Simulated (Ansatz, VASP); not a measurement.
## Ti3Al in VASP and in Ansatz

File INCAR:

```
  PREC = Accurate
  ENCUT = 520
  EDIFF = 1E-6
  ISMEAR = -1
  SIGMA = 0.05
  LREAL = False
  LASPH = True
  NELM = 60
  ALGO = Fast
  ISIF = 2
  LWAVE = False
  LCHARG = False
  GGA = PS
  NBANDS = 28
```

The input KPOINTS:

```
regular mesh
0
Gamma
  9 9 3
```

File POSCAR:

```
Ti3Al
1.0
    2.9275422229      0.0000000000      0.0000000000
   -1.4637711114      2.5353259357      0.0000000000
    0.0000000000      0.0000000000      9.2263620000
Ti Al
3 1
Direct
    0.3333333333      0.6666666667      0.2494060000
    0.3333333333      0.6666666667      0.7505940000
    0.6666666667      0.3333333333      0.0000000000
    0.6666666667      0.3333333333      0.5000000000
```

The input input.yaml:

```yaml
crystal:
  lattice:
    - [2.9275422229, 0.0, 0.0]
    - [-1.4637711114, 2.5353259357, 0.0]
    - [0.0, 0.0, 9.226362]
  atoms:
    - { symbol: Ti, position: [0.3333333333, 0.6666666667, 0.249406] }
    - { symbol: Ti, position: [0.3333333333, 0.6666666667, 0.750594] }
    - { symbol: Ti, position: [0.6666666667, 0.3333333333, 0.0] }
    - { symbol: Al, position: [0.6666666667, 0.3333333333, 0.5] }
hamiltonian:
  xc: pbesol
  pseudopotentials: { kind: paw }
kpoints:
  mp_grid: { grid: [9, 9, 3] }
  band_path:
    path:
      - [[0.0, 0.0, 0.0], [0.5, 0.0, 0.0], [0.3333333333, 0.3333333333, 0.0], [0.0, 0.0, 0.0], [0.0, 0.0, 0.5], [0.5, 0.0, 0.5], [0.3333333333, 0.3333333333, 0.5], [0.0, 0.0, 0.5]]
      - [[0.5, 0.0, 0.5], [0.5, 0.0, 0.0]]
      - [[0.3333333333, 0.3333333333, 0.0], [0.3333333333, 0.3333333333, 0.5]]
    npoints: 14
scf:
  occupations: { method: fermi_dirac, width: 0.05 }
  n_extra_bands: 10
output:
  forces: true
  stress: true
  eigenvalues: true
  fatbands: false
  write_density: true
  write_potential: true
  elf: true
  volumetric_format: npy
```

The cell comes from a database or a generator and needn't be the stable form of this composition.

Alike in both runs: functional PBEsol; k mesh 9 × 9 × 3; occupations fermi-dirac, width 0.05 eV; no spin polarisation.

```csv
,VASP,Ansatz
version,VASP 6.6.1,Ansatz 0.2.0
potentials or method,"VASP PAW PBE potentials, release 64 (Ti_sv, Al)",Ansatz PAW
plane-wave cutoff (eV),520,420
valence electrons in the cell,39,39
task,single point,band structure
```

VASP gave:

```
gap on the k mesh at the Fermi level (eV) : none
pressure (GPa)                            : -3.5
rms of the force components (eV/Å)        : 0.035
```

Question: Estimate Ansatz's values.

Answer: gap on the k mesh at the Fermi level (eV): none; pressure (GPa): -3.4; rms of the force components (eV/Å): 0.031.

Atom by atom the forces differ by 0.004 eV/Å (rms over components). A gap of «none» marks a metal or a gap that the smearing closes.

Caveats: the PAW data sets were made with another functional, which shifts forces and pressure a little (VASP); the PAW data sets come from PBE, with cores solved anew for the run's functional, which leaves a small shift of forces and pressure (Ansatz).
